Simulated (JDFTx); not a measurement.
# Cu (Fm-3m) in JDFTx: further runs

One crystal, Cu, is run at these levels: LDA; tasks: equation of state.

Everything below comes from runs of JDFTx 1.7.0 (patched build). Logs are shortened: lines on timing, memory, paths and dates and some standing lists are left out, and cuts for length are marked. The log counts tension as positive stress, the text compression.

### 1 The structure

It takes space group Fm-3m (No. 225, cubic). Conventional cell: a = 3.615 Å, b = 3.615 Å, c = 3.615 Å, α = 90.00°, β = 90.00°, γ = 90.00°. Around Cu (site symmetry m-3m) lie 12 Cu at 2.56 Å.

### 2 Equation of state, LDA, 11.10 Å³/atom (volume scaled by 0.94)

Contents of Cu.in:

```
lattice Face-Centered Cubic 6.6919053014
coords-type Lattice
ion Cu     0.0000000000     0.0000000000     0.0000000000 1

ion-species pseudo/Cu.upf
elec-cutoff 42
elec-ex-corr lda-PW
kpoint-folding 13 13 13
elec-smearing Fermi 0.0018374661
elec-n-bands 15
electronic-SCF nIterations 100 energyDiffThreshold 1e-09
electronic-minimize nIterations 30 energyDiffThreshold 1e-7
forces-output-coords Cartesian

dump-name run.$VAR
dump End Ecomponents EigStats BandEigs Kpoints Forces Stress ElecDensity Dtot KEdensity
```

Potentials or basis: PseudoDojo-SR-LDA-0.4.1-standard with smoothed tails.

Launch:

```bash
$ jdftx -c 1 -i Cu.in -o Cu.out
```

Standard output:

```text
*************** JDFTx 1.7.0 (patched build) ***************

Input parsed successfully to the following command list (including defaults):
[... the input with its defaults ...]

---------- Setting up symmetries ----------

Found 48 point-group symmetries of the bravais lattice
Found 48 space-group symmetries with basis
Applied RMS atom displacement 0 bohrs to make symmetries exact.

---------- Initializing the Grid ----------
R =
[            0      3.34595      3.34595  ]
[      3.34595            0      3.34595  ]
[      3.34595      3.34595            0  ]
unit cell volume = 74.9186
G =
[  -0.938923   0.938923   0.938923  ]
[   0.938923  -0.938923   0.938923  ]
[   0.938923   0.938923  -0.938923  ]
Minimum fftbox size, Smin = [  28  28  28  ]
Chosen fftbox size, S = [  28  28  28  ]

---------- Exchange Correlation functional ----------
Initalized Slater LDA exchange.
Initalized Perdew-Wang LDA correlation.

---------- Setting up pseudopotentials ----------
Width of ionic core gaussian charges (only for fluid interactions / plotting) set to 0

Reading pseudopotential file 'pseudo/Cu.upf':
  'Cu' pseudopotential, 'SLA  PW   NOGX NOGC' functional
  Generated using ONCVPSP code by D. R. Hamann
  19 valence electrons, 4 orbitals, 6 projectors, 1001 radial grid points, with lMax = 2
    3S    l: 0   occupation:  2.0   eigenvalue: -4.194949
    3P    l: 1   occupation:  6.0   eigenvalue: -2.647131
    3D    l: 2   occupation: 10.0   eigenvalue: -0.195667
    4S    l: 0   occupation:  1.0   eigenvalue: -0.178540
  Core radius for overlap checks: 1.70 bohrs.

Initialized 1 species with 1 total atoms.

Folded 1 k-points by 13x13x13 to 2197 k-points.

---------- Setting up k-points, bands, fillings ----------
Reduced to 84 k-points under symmetry.
Computing the number of bands and number of electrons
Calculating initial fillings.
nElectrons:  19.000000   nBands: 15   nStates: 84

----- Setting up reduced wavefunction bases (one per k-point) -----
average nbasis = 974.323 , ideal nbasis = 973.996

---------- Setting up ewald sum ----------
Optimum gaussian width for ewald sums = 1.705776 bohr.
Real space sum over 2197 unit cells with max indices [  6  6  6  ]
Reciprocal space sum over 2197 terms with max indices [  6  6  6  ]

---------- Allocating electronic variables ----------
Initializing wave functions:  linear combination of atomic orbitals
Note: number of bands (15) exceeds available atomic orbitals (10)
Cu pseudo-atom occupations:   s ( 2 1 )  p ( 6 )  d ( 10 )
	FillingsUpdate:  mu: +0.629823235  nElectrons: 19.000000
LCAOMinimize: Iter:   0  F: -185.4818744787616538  |grad|_K:  4.576e-03  alpha:  1.000e+00
	FillingsUpdate:  mu: +0.700342342  nElectrons: 19.000000
LCAOMinimize: Iter:   1  F: -185.5450526059145488  |grad|_K:  9.884e-04  alpha:  4.483e-01  linmin:  3.241e-01  cgtest: -1.122e+00
LCAOMinimize: 	Bad step direction: g.d > 0.
[... 11 lines of inner loops ...]
LCAOMinimize: Iter:   6  F: -185.5487584066156330  |grad|_K:  3.013e-08  alpha:  1.093e+00  linmin:  5.699e-02  cgtest: -1.258e-01
	FillingsUpdate:  mu: +0.681029437  nElectrons: 19.000000
LCAOMinimize: Iter:   7  F: -185.5487584066190152  |grad|_K:  1.268e-08  alpha:  4.150e-01  linmin:  1.525e-01  cgtest:  2.246e-01
LCAOMinimize: Converged (|Delta F|<1.000000e-06 for 2 iters).

-------- Electronic minimization -----------
Will mix electronic density at each iteration.
	FillingsUpdate:  mu: +0.681029437  nElectrons: 19.000000
	FillingsUpdate:  mu: +0.676511788  nElectrons: 19.000000
SCF: Cycle:  0   F: -185.558858837018050   dF: -1.010e-02   |Residual|: 5.691e-02   |deigs|: 3.919e-01
	FillingsUpdate:  mu: +0.684636499  nElectrons: 19.000000
SCF: Cycle:  1   F: -185.560443433351537   dF: -1.585e-03   |Residual|: 1.711e-02   |deigs|: 1.789e-02
	FillingsUpdate:  mu: +0.682058824  nElectrons: 19.000000
SCF: Cycle:  2   F: -185.560653783939443   dF: -2.104e-04   |Residual|: 6.719e-03   |deigs|: 4.519e-03
	FillingsUpdate:  mu: +0.682179990  nElectrons: 19.000000
SCF: Cycle:  3   F: -185.560658429148646   dF: -4.645e-06   |Residual|: 6.931e-04   |deigs|: 6.089e-04
	FillingsUpdate:  mu: +0.682118223  nElectrons: 19.000000
SCF: Cycle:  4   F: -185.560658572995067   dF: -1.438e-07   |Residual|: 2.683e-04   |deigs|: 3.152e-04
	FillingsUpdate:  mu: +0.682150807  nElectrons: 19.000000
SCF: Cycle:  5   F: -185.560658627617130   dF: -5.462e-08   |Residual|: 6.243e-05   |deigs|: 2.175e-04
	FillingsUpdate:  mu: +0.682145014  nElectrons: 19.000000
SCF: Cycle:  6   F: -185.560658633030442   dF: -5.413e-09   |Residual|: 1.244e-05   |deigs|: 1.196e-04
	FillingsUpdate:  mu: +0.682142205  nElectrons: 19.000000
SCF: Cycle:  7   F: -185.560658633506421   dF: -4.760e-10   |Residual|: 1.351e-05   |deigs|: 7.748e-05
	FillingsUpdate:  mu: +0.682144065  nElectrons: 19.000000
SCF: Cycle:  8   F: -185.560658633771340   dF: -2.649e-10   |Residual|: 4.639e-06   |deigs|: 1.392e-04
SCF: Converged (|Delta E|<1.000000e-09 for 2 iters).

Setting wave functions to eigenvectors of Hamiltonian

# Stress tensor in Cartesian coordinates [Eh/a0^3]:
[  0.000199019            0            0  ]
[            0  0.000199019            0  ]
[            0            0  0.000199019  ]

# Ionic positions in lattice coordinates:
ion Cu   0.000000000000000   0.000000000000000   0.000000000000000 1

# Forces in Cartesian coordinates:
force Cu  -0.000000000000000   0.000000000000000  -0.000000000000000 1

# Energy components:
   Eewald =     -123.6669628609968612
       EH =       54.6350726662419248
     Eloc =     -150.6722460960259014
      Enl =      -33.5336038511725434
      Exc =      -23.0441370612246672
 Exc_core =        3.9016562949163252
       KE =       86.8196604199166870
-------------------------------------
     Etot =     -185.5605604883450326
       TS =        0.0000981454263156
-------------------------------------
        F =     -185.5606586337713395

IonicMinimize: Iter:   0  F: -185.560658633771340  |grad|_K:  0.000e+00
IonicMinimize: Converged (|grad|_K<1.000000e-04).

#--- Lowdin population analysis ---
# oxidation-state Cu +0.166

Dumping 'run.eigStats' ...
	eMin: -3.438026 at state 0 ( [ +0.000000 +0.000000 +0.000000 ] spin 0 )
	HOMO: +0.675643 at state 32 ( [ +0.000000 +0.230769 +0.461538 ] spin 0 )
	mu  : +0.682144
	LUMO: +0.682387 at state 39 ( [ +0.000000 +0.307692 +0.461538 ] spin 0 )
	eMax: +1.936554 at state 42 ( [ +0.000000 +0.307692 -0.307692 ] spin 0 )
	HOMO-LUMO gap: +0.006744
	Optical gap  : +0.065063 at state 39 ( [ +0.000000 +0.307692 +0.461538 ] spin 0 )
Done!
[note: the HOMO, LUMO and gaps printed at the end count levels as full or empty at half filling, so they show a gap where a level is partly filled]
```

Run time: 42 s. Hardware: 1 thread of Arm Neoverse V1, shared host; peak memory 0.07 GiB.

What came out:

- Free energy: -5049.3628 eV
- Band gap on the k mesh: none (metal or under the smearing width)

Caveat: the cutoff is too short for stress, so the log's stress isn't used.

### 3 Equation of state, LDA, 11.34 Å³/atom (volume scaled by 0.96)

Cu.in: that of step 2 with these lines changed.

```diff
@@ -1,2 +1,2 @@
-lattice Face-Centered Cubic 6.6919053014
+lattice Face-Centered Cubic 6.7390329476
 coords-type Lattice
@@ -15,2 +15,2 @@
 dump-name run.$VAR
-dump End Ecomponents EigStats BandEigs Kpoints Forces Stress ElecDensity Dtot KEdensity
+dump End Ecomponents EigStats BandEigs Kpoints Forces Stress
```

Potentials or basis: PseudoDojo-SR-LDA-0.4.1-standard with smoothed tails.

Launch:

```bash
$ jdftx -c 1 -i Cu.in -o Cu.out
```

Run time: 41 s. Hardware: 1 thread of Arm Neoverse V1, shared host; peak memory 0.08 GiB.

It converged, with:

| Quantity | Value |
| --- | --- |
| Free energy | -5049.3543 eV |
| Band gap on the k mesh | none (metal or under the smearing width) |

Caveat: the cutoff is too short for stress, so the log's stress isn't used.

### 4 Equation of state, LDA, 11.57 Å³/atom (volume scaled by 0.98)

Cu.in: that of step 3 with these lines changed.

```diff
@@ -1,2 +1,2 @@
-lattice Face-Centered Cubic 6.7390329476
+lattice Face-Centered Cubic 6.7855105058
 coords-type Lattice
```

Launch:

```bash
$ jdftx -c 1 -i Cu.in -o Cu.out
```

Wall time 39 s (1 thread of Arm Neoverse V1, shared host); peak memory 0.08 GiB.

The run converged. Its results:

| Property | Result |
| --- | --- |
| Free energy | -5049.3411 eV |
| Band gap on the k mesh | none (metal or under the smearing width) |

Caveat: the cutoff is too short for stress, so the log's stress isn't used.

### 5 Equation of state, LDA, 11.81 Å³/atom

Cu.in: that of step 4 with these lines changed.

```diff
@@ -1,2 +1,2 @@
-lattice Face-Centered Cubic 6.7855105058
+lattice Face-Centered Cubic 6.8313599405
 coords-type Lattice
```

Launch:

```bash
$ jdftx -c 1 -i Cu.in -o Cu.out
```

Wall time 38 s (1 thread of Arm Neoverse V1, shared host); peak memory 0.08 GiB.

It converged, with:

```yaml
Free_energy: -5049.3238 eV
Band_gap_on_the_k_mesh: none (metal or under the smearing width)
```

Caveat: the cutoff is too short for stress, so the log's stress isn't used.

### 6 Equation of state, LDA, 12.05 Å³/atom (volume scaled by 1.02)

Cu.in: that of step 5 with these lines changed.

```diff
@@ -1,2 +1,2 @@
-lattice Face-Centered Cubic 6.8313599405
+lattice Face-Centered Cubic 6.8766020532
 coords-type Lattice
```

Potentials or basis: PseudoDojo-SR-LDA-0.4.1-standard with smoothed tails.

Launch:

```bash
$ jdftx -c 1 -i Cu.in -o Cu.out
```

Run time: 39 s. Hardware: 1 thread of Arm Neoverse V1, shared host; peak memory 0.08 GiB.

The run converged. Its results:

```yaml
Free_energy: -5049.3027 eV
Band_gap_on_the_k_mesh: none (metal or under the smearing width)
```

Caveat: the cutoff is too short for stress, so the log's stress isn't used.

### 7 Equation of state, LDA, 12.28 Å³/atom (volume scaled by 1.04)

Cu.in: that of step 6 with these lines changed.

```diff
@@ -1,2 +1,2 @@
-lattice Face-Centered Cubic 6.8766020532
+lattice Face-Centered Cubic 6.9212565646
 coords-type Lattice
```

Launch:

```bash
$ jdftx -c 1 -i Cu.in -o Cu.out
```

Wall time 39 s (1 thread of Arm Neoverse V1, shared host); peak memory 0.08 GiB.

It converged, with:

* Free energy: -5049.2785 eV
* Band gap on the k mesh: none (metal or under the smearing width)

Caveat: the cutoff is too short for stress, so the log's stress isn't used.

### 8 Equation of state, LDA, 12.52 Å³/atom (volume scaled by 1.06)

Cu.in: that of step 7 with these lines changed.

```diff
@@ -1,2 +1,2 @@
-lattice Face-Centered Cubic 6.9212565646
+lattice Face-Centered Cubic 6.9653421898
 coords-type Lattice
```

Launch:

```bash
$ jdftx -c 1 -i Cu.in -o Cu.out
```

Run time: 41 s. Hardware: 1 thread of Arm Neoverse V1, shared host; peak memory 0.08 GiB.

It converged, with:

```
Free energy            : -5049.2514 eV
Band gap on the k mesh : none (metal or under the smearing width)
```

Caveat: the cutoff is too short for stress, so the log's stress isn't used.

### 9 Equation of state, LDA

Potentials or basis: PseudoDojo-SR-LDA-0.4.1-standard with smoothed tails.

No new run: the results of the series are fitted here.

Results:

```yaml
Equilibrium_volume: "10.86 Å³/atom (rough: see the caveat)"
Bulk_modulus: 191 GPa (rough)
```

Energy against volume, from the lowest point:
| volume (Å³/atom) | energy (meV/atom) |
| --- | --- |
| 11.102 | 0.00 |
| 11.338 | 8.49 |
| 11.574 | 21.63 |
| 11.810 | 38.99 |
| 12.047 | 60.04 |
| 12.283 | 84.30 |
| 12.519 | 111.38 |

Caveat: the minimum lies outside the volumes run.
